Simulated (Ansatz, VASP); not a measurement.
One calculation of Zn, two programs

```
Zn
1.0
     1.45854   -5.10388    0.00000
     1.45854    5.10388    0.00000
     0.00000    0.00000    4.15442
Zn
4
Direct
  0.13388 0.86612 0.99975
  0.63388 0.36612 0.50025
  0.86612 0.13388 0.00025
  0.36612 0.63388 0.49975
```

Alike in both runs: functional r2SCAN; k mesh 6 × 6 × 4; occupations gaussian, width 0.1 eV; no spin polarisation.

Ansatz relaxed the structure, and its values are those at the end. VASP's run is a single point on that final structure, the one shown.

|  | VASP | Ansatz |
| --- | --- | --- |
| version | VASP 6.6.1 | Ansatz 0.2.0 |
| potentials or method | VASP PAW PBE potentials, release 64 (Zn) | scalar-relativistic, plane waves, PAW |
| plane-wave cutoff (eV) | 520 | 500 |
| valence electrons in the cell | 48 | 48 |

Ansatz gave:

- gap on the k mesh at the Fermi level (eV): none
- pressure (GPa): 0.0
- rms of the force components (eV/Å): 0.015

Question: Which values does VASP return?

Answer: gap on the k mesh at the Fermi level (eV): none; pressure (GPa): 0.3; rms of the force components (eV/Å): 0.011.

A gap of «none» marks a metal or a gap that the smearing closes. With one functional, cell and mesh, what is left measures potentials, basis and numerics.

Caveats: the k mesh is coarse (spacing up to 0.38 Å⁻¹), so the values aren't converged; the PAW data sets were made with another functional, which shifts forces and pressure a little (VASP).
